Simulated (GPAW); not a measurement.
Al2O3:

```xyz
5
Lattice="2.8843 0.0000 0.0000 -1.4422 2.4979 0.0000 0.0000 0.0000 9.3368" Properties=species:S:1:pos:R:3 pbc="T T T"
Al    0.0000    0.0000    7.9363
Al    0.0000    0.0000    1.4004
O     0.0000    1.6653    7.2610
O     1.4422    0.8326    0.0000
O     0.0000    1.6653    2.0757
```

Measurements of this composition are mostly on another form, of space group No. 167.

```yaml
Program: GPAW 26.7.0
Task: relaxation of cell and atoms
Functional: PBE
Dispersion: D4
Potentials_or_basis: GPAW PAW data sets (gpaw-data 1.2.1)
Cutoff: 800 eV
Basis: pw
k_mesh: 8 × 8 × 3
Occupations: fermi-dirac, width 0.05 eV
Spin: no spin polarisation
```

At the start: pressure -0.5 GPa; volume 13.45 Å³/atom.

Where does the relaxation end?

Over 25 steps the energy falls by 19.0 meV/atom and the volume is 10.42 Å³/atom (-22.5 %); space group P-6m2 (No. 187, to 0.05 Å).

The path:
```tsv
step	energy change (eV)	largest force (eV/Å)	pressure (GPa)	volume (Å³)
1	0.0000	0.2366	-0.55	67.27
2	-0.0017	0.0935	-0.67	67.24
3	-0.0022	0.0175	-0.69	67.18
4	-0.0023	0.0389	-0.61	67.13
5	-0.0027	0.0658	-0.20	66.90
6	-0.0028	0.0443	-0.01	66.80
7	-0.0028	0.0319	0.09	66.75
8	-0.0029	0.0408	0.12	66.70
9	-0.0030	0.0459	0.13	66.60
10	-0.0032	0.0695	0.06	66.46
11	-0.0035	0.0683	-0.10	66.25
12	-0.0040	0.0628	-0.31	65.97
13	-0.0047	0.1385	-0.60	65.46
14	-0.0070	0.2689	-1.10	64.11
15	-0.0125	0.4479	-1.78	61.56
16	-0.0241	0.5389	-2.17	59.11
17	-0.0425	0.5655	-2.31	56.77
18	-0.0630	0.5636	-2.20	54.52
19	-0.0757	0.5661	-1.79	52.37
20	-0.0793	0.5087	-1.56	51.76
21	-0.0865	0.3292	-1.37	51.86
22	-0.0913	0.1322	-0.85	52.05
23	-0.0937	0.1279	-0.34	52.10
24	-0.0949	0.0550	0.01	52.12
25	-0.0950	0.0092	0.02	52.10
```

Final structure:
```
Al O
1.0
     2.87556    0.00036    0.00000
    -1.43747    2.49048    0.00000
     0.00000    0.00000    7.27498
Al O
2 3
Direct
  0.99993 0.00007 0.80854
  0.99993 0.00007 0.19146
  0.33333 0.66667 0.71431
  0.66684 0.33316 0.00000
  0.33333 0.66667 0.28569
```

Caveat: later steps reuse the first step's grids; the volume moved by over 15 % at a fixed basis, so the end points are rough.
